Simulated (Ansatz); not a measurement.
MgSe under changes of volume

One of the cells (20.246 Å³/atom); the others are scaled copies at fixed shape and fractional positions:

```xyz
2
Lattice="0.0000 2.7255 2.7255 2.7255 0.0000 2.7255 2.7255 2.7255 0.0000" Properties=species:S:1:pos:R:3 pbc="T T T"
Se    2.7255    2.7255    2.7255
Mg    0.0000    0.0000    0.0000
```

| Item | Value |
| --- | --- |
| Program | Ansatz 0.2.0 |
| Functional | PBEsol |
| Potentials or basis | Ansatz PAW |
| Cutoff | 420 eV (not typed: the program's choice for these potentials) |
| k mesh | 8 × 8 × 8 |
| Occupations | fermi-dirac, width 0.05 eV |
| Spin | no spin polarisation |

```csv
volume (Å³/atom),energy over the lowest point (meV/atom),pressure (GPa),gap on the mesh (eV)
19.031,15.98,4.5,1.87
19.436,6.77,2.8,1.84
19.841,1.57,1.3,1.81
20.246,0.00,0.0,1.77
20.651,1.69,-1.3,1.74
21.056,6.34,-2.4,1.71
21.461,?,?,?
```

Task: What does the run at 21.461 Å³/atom give?

Result: Energy over the lowest point 13.64 meV/atom; pressure -3.4 GPa; gap on the mesh 1.68 eV.

Worked out: A Birch-Murnaghan fit of order 3 (a polynomial in V^(-2/3)) to the other rows has its minimum at 20.23 Å³/atom with B0 = V·E''(V) = 65 GPa and B' = 4.1. It gives 13.66 meV/atom at 21.461 Å³/atom, against the run's 13.64, and -dE/dV = -3.4 GPa, against -3.4. A straight line through the other rows of the gap, of slope -1.61 eV per unit of ln V, extrapolates to 1.68 eV, against the run's 1.68.

Energies are extrapolated to zero smearing.

Caveats: the PAW data sets come from PBE, with cores solved anew for the run's functional, which leaves a small shift of forces and pressure.

A mesh can miss the band edges. Spin-orbit coupling on Se is left out.
